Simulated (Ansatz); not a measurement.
CdSe (Cadmoselite):

```xyz
4
Lattice="4.3000 0.0000 0.0000 -2.1500 3.7239 0.0000 0.0000 0.0000 7.0200" Properties=species:S:1:pos:R:3 pbc="T T T"
Cd    2.1500    1.2413    3.5100
Cd    0.0000    2.4826    0.0000
Se    2.1500    1.2413    6.2127
Se    0.0000    2.4826    2.7027
```

- Program: Ansatz 0.2.0
- Task: relaxation of cell and atoms
- Functional: HSE06
- Potentials or basis: Ansatz PAW
- Cutoff: 420 eV (not typed: the program's choice for these potentials)
- k mesh: 4 × 4 × 2
- Occupations: fermi-dirac, width 0.05 eV
- Spin: no spin polarisation

At the start: volume 28.10 Å³/atom.

Task: How do energy, volume and symmetry change on relaxing?

Result: It ends after 5 steps and the volume is 29.05 Å³/atom (+3.4 %); space group P6_3mc (No. 186, to 0.05 Å).

Step by step:
```tsv
step	energy change (eV)	largest force (eV/Å)	volume (Å³)
1	0.0000	0.2914	112.41
2	-0.0361	0.0205	117.46
3	-0.0390	0.0082	116.40
4	-0.0392	0.0001	116.19
5	-0.0417	0.0002	116.19
```

Final structure:
```cif
data_structure
_symmetry_space_group_name_H-M 'P 1'
_symmetry_Int_Tables_number 1
_cell_length_a 4.3548
_cell_length_b 4.3548
_cell_length_c 7.0746
_cell_angle_alpha 90.000
_cell_angle_beta 90.000
_cell_angle_gamma 120.000
_cell_volume 116.19
loop_
_atom_site_label
_atom_site_type_symbol
_atom_site_fract_x
_atom_site_fract_y
_atom_site_fract_z
_atom_site_occupancy
Cd1 Cd 0.66667 0.33333 0.50433 1
Cd2 Cd 0.33333 0.66667 0.00433 1
Se1 Se 0.66667 0.33333 0.88067 1
Se2 Se 0.33333 0.66667 0.38067 1
```

Caveat: the k mesh is coarse (spacing up to 0.45 Å⁻¹), so the values aren't converged, least of all with exact exchange; the plane-wave basis is chosen anew once the cell has moved, so the energies of steps on either side of that aren't comparable; the PAW data sets come from PBE, with cores solved anew for the run's functional, which leaves a small shift of forces and pressure.
